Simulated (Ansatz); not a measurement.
**Molecular dynamics of WC**

The input (input.yaml):

```yaml
crystal:
  lattice:
    - [-3.002081, -5.199757, 0.0]
    - [4.503122, -2.599878, 0.0]
    - [0.0, 0.0, 5.889964]
  atoms:
    - { symbol: W, position: [0.79367598, 0.46099304, -0.03231351] }
    - { symbol: C, position: [0.50264332, 0.64421103, 0.22726807] }
    - { symbol: W, position: [0.81486562, 0.40528585, 0.48674475] }
    - { symbol: C, position: [0.51172013, 0.63577901, 0.75525057] }
    - { symbol: W, position: [0.5397937, -0.04020078, -0.02711652] }
    - { symbol: C, position: [0.3067634, 0.14217356, 0.23485744] }
    - { symbol: W, position: [0.51598048, -0.00501703, 0.45997957] }
    - { symbol: C, position: [0.31574217, 0.10803318, 0.71638273] }
    - { symbol: W, position: [0.2958207, 0.48124457, -0.0013358] }
    - { symbol: C, position: [0.03413914, 0.56601631, 0.22709408] }
    - { symbol: W, position: [0.30191864, 0.47509822, 0.51336525] }
    - { symbol: C, position: [0.05429023, 0.60547395, 0.73626922] }
    - { symbol: W, position: [0.01817353, -0.05673063, -0.00075379] }
    - { symbol: C, position: [0.7101303, 0.18664532, 0.18615274] }
    - { symbol: W, position: [0.07687863, -0.02872815, 0.50863459] }
    - { symbol: C, position: [0.80691609, 0.11362416, 0.75425645] }
basis:
  ecutwfc: 420.0
kpoints:
  mp_grid: { grid: [2, 2, 2] }
hamiltonian:
  xc: pbe
  pseudopotentials: { kind: paw, azcp: { folder: soft_1 } }
scf:
  occupations: { method: fermi_dirac, width: 0.36 }
  lower_state_search: "off"
md:
  timestep: 0.75
  n_steps: 260
  ensemble: nve
  temperature: 2520.0
  initial_velocities: maxwell_boltzmann
  seed: 676956
```

Command:

```bash
$ ansatz run input.yaml --threads 1 --pin off --max-ram 3072MiB --backend cpu --events-out ev --progress --plain --runs-dir out
```

It goes on from the last frame of an earlier run, with new velocities.

Output, in part (step lines):

```
md step     0: t =     0.00 fs  T =  2520.0 K  F+E_penalty+E_count = -85089.84250931 eV  E_kin = 4.886028 eV  conserved = -85084.95648136 eV  (9 SCF iters)
md step     1: t =     0.75 fs  T =  2486.9 K  F+E_penalty+E_count = -85089.77818675 eV  E_kin = 4.821889 eV  conserved = -85084.95629730 eV  (6 SCF iters)
md step     2: t =     1.50 fs  T =  2452.7 K  F+E_penalty+E_count = -85089.71163782 eV  E_kin = 4.755561 eV  conserved = -85084.95607674 eV  (6 SCF iters)
md step     3: t =     2.25 fs  T =  2419.2 K  F+E_penalty+E_count = -85089.64645035 eV  E_kin = 4.690625 eV  conserved = -85084.95582544 eV  (6 SCF iters)
md step     4: t =     3.00 fs  T =  2388.5 K  F+E_penalty+E_count = -85089.58666418 eV  E_kin = 4.631110 eV  conserved = -85084.95555375 eV  (6 SCF iters)
md step     5: t =     3.75 fs  T =  2362.8 K  F+E_penalty+E_count = -85089.53660483 eV  E_kin = 4.581329 eV  conserved = -85084.95527571 eV  (3 SCF iters)
md step     6: t =     4.50 fs  T =  2344.5 K  F+E_penalty+E_count = -85089.50066867 eV  E_kin = 4.545662 eV  conserved = -85084.95500690 eV  (3 SCF iters)
md step     7: t =     5.25 fs  T =  2335.5 K  F+E_penalty+E_count = -85089.48307319 eV  E_kin = 4.528308 eV  conserved = -85084.95476481 eV  (3 SCF iters)
[... lines left out ...]
md step   259: t =   194.25 fs  T =  1716.0 K  F+E_penalty+E_count = -85088.28243683 eV  E_kin = 3.327176 eV  conserved = -85084.95526107 eV  (3 SCF iters)
md step   260: t =   195.00 fs  T =  1709.3 K  F+E_penalty+E_count = -85088.26945972 eV  E_kin = 3.314222 eV  conserved = -85084.95523794 eV  (7 SCF iters)
```

The steps, from the saved trajectory:

```tsv
time (fs)	T (K)	potential energy less start (eV)	conserved less start (meV/atom)
0.0	2520	0.000	0.00
6.0	2338	0.355	0.12
12.0	2846	-0.631	0.07
18.0	3720	-2.328	-0.06
24.0	3948	-2.769	-0.07
30.0	3421	-1.746	0.03
36.0	2898	-0.732	0.09
42.0	2920	-0.775	0.07
48.0	3263	-1.441	-0.03
54.0	3181	-1.282	-0.03
60.0	2623	-0.199	0.05
66.0	2174	0.673	0.10
72.0	2171	0.678	0.08
78.0	2458	0.120	-0.02
84.0	2344	0.340	-0.06
90.0	1826	1.347	0.14
96.0	2090	0.834	0.00
102.0	2416	0.201	-0.05
108.0	2297	0.434	0.09
114.0	2658	-0.266	0.09
120.0	3514	-1.927	-0.04
126.0	3884	-2.647	-0.09
132.0	3456	-1.814	0.03
138.0	3196	-1.309	0.09
144.0	3510	-1.921	-0.02
150.0	3708	-2.303	0.00
156.0	3700	-2.289	-0.02
162.0	3412	-1.730	0.00
168.0	2932	-0.799	0.02
174.0	2446	0.145	0.06
180.0	2203	0.616	0.04
186.0	2047	0.917	0.00
192.0	1773	1.449	0.06
```

All steps were run. The conserved energy stayed within 0.14 meV per atom of its start (net change 0.078 meV per atom), so the integration is sound. A run of 0.2 ps of so small a system gives no equilibrium averages. Limits of this set-up: coarse k mesh.

Mean squared displacements from the first frame to the last, about the centre of mass: W 0.03 Å², C 0.15 Å².

Last frame:

```xyz
16
Lattice="-3.0021 -5.1998 0.0000 4.5031 -2.5999 0.0000 0.0000 0.0000 5.8900" Properties=species:S:1:pos:R:3
W -0.449 -5.416 -0.022
C 1.306 -4.550 1.637
W -0.544 -5.334 2.927
C 1.060 -4.469 4.330
W -1.850 -2.607 -0.255
C -0.067 -2.156 1.483
W -1.456 -2.551 2.547
C -0.326 -2.007 4.348
W 1.214 -2.802 0.192
C 2.647 -1.940 1.693
W 1.387 -2.835 3.096
C 2.561 -1.887 4.655
W -0.389 0.041 -0.135
C -1.667 -4.488 1.461
W -0.359 -0.259 2.808
C -1.926 -4.579 4.138
```

The run took 22 min on 1 thread of Arm Neoverse V1, on a shared host, peak memory 0.54 GiB.
